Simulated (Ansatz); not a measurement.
## LiF (Griceite): the dielectric response by several routes

How strongly does LiF (Griceite) screen? Routes: perturbation theory, a sum over states and the RPA step of G0W0.

Calculated with Ansatz 0.2.0; linear response on PBE, plane waves, PAW.

Most raw output is cut from this account.

### 1. Starting point

It takes space group Fm-3m (No. 225, cubic). The conventional cell has a = 4.028 Å, b = 4.028 Å, c = 4.028 Å, α = 90.00°, β = 90.00°, γ = 90.00°. Nearest to Li lie 6 F at 2.01 Å. Nearest to F lie 6 Li at 2.01 Å. Farther neighbours and most contacts between anions are not listed.

The cell and positions come from the Crystallography Open Database and are kept as given unless a step says otherwise.

### 2. Response to a homogeneous field

The response to a uniform field gives ε∞, a yardstick for the screening that GW builds on its mesh.

This step: dielectric response by perturbation theory, PBE, plane waves, PAW; PAW set soft_1.

input.yaml reads:

```yaml
crystal:
  lattice:
    - [0.0, 2.014, 2.014]
    - [2.014, 0.0, 2.014]
    - [2.014, 2.014, 0.0]
  atoms:
    - { symbol: Li, position: [0.0, 0.0, 0.0] }
    - { symbol: F, position: [0.5, 0.5, 0.5] }
kpoints:
  mp_grid: { grid: [10, 10, 10] }
hamiltonian:
  xc: pbe
  pseudopotentials: { kind: paw, azcp: { folder: soft_1 } }
scf:
  occupations: { method: fixed }
dielectric: {}
```

The run is started by

```sh
$ ansatz run input.yaml --threads 3 --pin off --max-ram 92160MiB --backend cuda --events-out ev --progress --plain --runs-dir out --devices 1 --max-vram 13GiB
```

The job ended after 10 s (1 × NVIDIA H100 80GB HBM3 (shared by 6 runs) with 3 threads of AMD EPYC 7R13 (Zen 3), shared host; peak memory 0.89 GiB; 15 s of CPU time).

One over ε∞ averages 0.49, above the quarter of exact exchange in PBE0, which should therefore fall short.

High-frequency dielectric tensor:

```
2.06 0.00 0.00
0.00 2.06 0.00
0.00 0.00 2.06
```

Born effective charge (e), principal values of the symmetric part by kind of site:

```tsv
atom	atoms with these values	low	middle	high	mean
Li1	1	1.05	1.05	1.05	1.05
F2	1	-1.05	-1.05	-1.05	-1.05
```

In full for F2:

```
-1.05  0.00  0.00
 0.00 -1.05  0.00
 0.00  0.00 -1.05
```

### 3. Independent-particle spectrum

The independent-particle spectrum shows where the oscillator strength lies, before excitons and local fields.

This step: independent-particle optics on PBE, plane waves, PAW; PAW set soft_1.

Changes to input.yaml since step 2:

```diff
@@ -15,2 +15,4 @@
   occupations: { method: fixed }
-dielectric: {}
+  n_extra_bands: 12
+output:
+  optics: { e_range: [0, 25], de: 0.1, sigma: 0.2 }
```

Wall time 8.2 s (1 × NVIDIA H100 80GB HBM3 (shared by 6 runs) with 3 threads); peak memory 0.98 GiB; 7.9 s of CPU time.

This step gave:

```
ε∞ without local fields (xx, yy, zz)                                   : 2.086, 2.086, 2.086
electrons in the f-sum (xx, yy, zz)                                    : 5.593, 5.593, 5.593
bands in the explicit sum (the static value is completed to all bands) : 17
```

The sum gives ε∞ = 2.09 without local fields.

The ε₂, xx=yy=zz has structure finer than the step of the table below, so its rows give means over 0.5 eV, whole bins alone (the curve runs from 0 to 25 eV). Peaks (eV: height): 11.20: 2.77, 17.10: 3.09, 19.50: 4.06, 21.00: 3.17.

Independent particles, no local fields, Gaussian width 0.2 eV. The ε₂, xx=yy=zz by photon energy; means over each step:

```tsv
photon energy (eV)	ε₂, xx=yy=zz
8.5	2.4e-4
9.0	0.0956
9.5	0.499
10.0	0.814
10.5	1.19
11.0	2.26
11.5	2.57
12.0	2.16
12.5	1.79
13.0	1.49
13.5	1.25
14.0	1.01
14.5	0.793
15.0	0.586
15.5	0.440
16.0	0.830
16.5	1.12
17.0	2.55
17.5	1.64
18.0	0.839
18.5	1.17
19.0	1.85
19.5	3.73
20.0	3.14
20.5	2.57
21.0	3.01
21.5	2.21
22.0	0.685
22.5	0.357
23.0	0.281
23.5	0.273
24.0	0.292
24.5	0.319
```

The loss function, xx=yy=zz has structure finer than the step of the table below, so its rows give means over 1 eV, whole bins alone (the curve runs from 0 to 25 eV). Peaks (eV: height): 23.2: 3.68.

Independent particles, no local fields, Gaussian width 0.2 eV. The loss function, xx=yy=zz by photon energy; means over each step:

photon energy (eV), loss function, xx=yy=zz and a bar:
```
        8       0.00 
        9       0.01 
       10       0.07 #
       11       0.14 ##
       12       0.30 ###
       13       0.39 ####
       14       0.39 ####
       15       0.22 ##
       16       0.13 #
       17       0.25 ###
       18       0.31 ###
       19       0.16 ##
       20       0.31 ###
       21       0.33 ####
       22       0.47 #####
       23       2.72 ##############################
       24       1.75 ###################
```

### 4. RPA screening from the G0W0 run

Now the one-shot GW correction: screening in the RPA, then the self-energy of the levels asked for. This step takes PAW set soft_1 files.

This step: G0W0 on PBE, plane waves, PAW; PAW set soft_1.

input.yaml, the sections that differ from step 3:

```yaml
kpoints:
  mp_grid: { grid: [6, 6, 6] }
scf:
  occupations: { method: fixed }
gw:
  n_empty_bands: 104
  ecut_chi: 200.0
  qp_bands: [v2, c2]
  qp_kpoints: band_edges
  screening: { model: contour_deformation }
# crystal, hamiltonian: as in step 3
# output: removed
```

It took 9.3 s on 1 × NVIDIA H100 80GB HBM3 (shared by 6 runs) with 3 threads; peak memory 1 GiB.

Numbers from this step:

```
bands summed                                 : 109
RPA ε∞ on this mesh (eigenvalues)            : 1.972, 1.972, 1.972
plane waves in the screening matrix          : 113
G0W0 gap on the mesh                         : 13.41 eV
k of the valence top                         : 0, 0, 0
k of the conduction bottom                   : 0, 0, 0
starting gap on the mesh                     : 9.095 eV
least direct G0W0 gap on the computed points : 13.41 eV
```

The gap on the mesh goes from 9.09 eV to 13.41 eV, a correction of +4.31 eV. Between the two edge states, bare exchange in place of the xc potential would open the gap by 12.73 eV, and correlation takes back 8.42 eV.

Mean over the mesh in bins of 0.25 1/Å. Static inverse dielectric function, diagonal against length of q+G:

```tsv
length of q+G (Å⁻¹)	static inverse dielectric function, diagonal
0.48	0.528
0.82	0.562
0.96	0.582
1.24	0.619
1.54	0.660
1.78	0.696
1.98	0.723
2.25	0.760
2.51	0.791
2.74	0.817
3.01	0.844
3.26	0.865
3.47	0.880
3.74	0.895
4.02	0.909
4.27	0.920
4.52	0.929
4.76	0.937
4.99	0.944
5.25	0.951
5.52	0.958
5.76	0.963
6.00	0.968
6.26	0.972
6.50	0.976
6.76	0.980
7.02	0.983
7.19	0.985
```

### 5. The values together

Times are wall times on 1 × NVIDIA H100 80GB HBM3 (shared by 6 runs) with 3 threads of AMD EPYC 7R13 (Zen 3), shared host, good to a factor of about two.

```tsv
method	mesh	ε∞, low	middle	high	mean	time
perturbation theory (local fields and xc kernel)	10×10×10	2.06	2.06	2.06	2.06	10 s
sum over states (no local fields)	10×10×10	2.09	2.09	2.09	2.09	8.2 s
RPA with local fields, on the GW mesh	6×6×6	1.97	1.97	1.97	1.97	9.3 s
```

### 6. Summary of results

```yaml
perturbation_theory_local_fields_and_xc_kernel: 2.06, 2.06, 2.06
sum_over_states_no_local_fields: 2.09, 2.09, 2.09
rpa_with_local_fields_on_the_gw_mesh: 1.97, 1.97, 1.97
```

Mean Born effective charge: Li1 1.05, F2 -1.05 e. Distinct peaks of the ε₂, xx=yy=zz stand at 11.2, 17.1, 19.5 and 21.0 eV; the one at 19.5 eV is strongest. The loss function, xx=yy=zz has its highest peak at 23.2 eV. The sum without local fields gives 2.09 in the mean against 2.06 by perturbation theory; local fields lower ε∞ and the xc kernel gives part of it back, though the sum also carries the error of its own mesh. The RPA values on the 6×6×6 mesh average 0.96 times those of perturbation theory (means 1.97 and 2.06). Without the xc kernel RPA should lie a little lower, as the mean does. PBE usually puts the gap too low, which tends to raise ε∞. Ions are clamped, so the lattice part of the static constant is not in these numbers.

[Paths, hosts, dates, memory and timing lines, banners, echoed tables and standing remarks are left out of the program output.]

[Logs are printed without paths, hosts, clocks, repeated set-up lines and the standing remarks that a program may print on its own settings, such as how far it seeks lower states.]

[Runs of the session that timed out or met a known fault of the program may be left out.]

[Cells called generated may have been cut or substituted from an entry of the Crystallography Open Database or the Materials Project.]

[Hosts, paths, dates, database ids (printed as entryN), source tags and the programs' standing remarks are cut or masked in the printed files.]
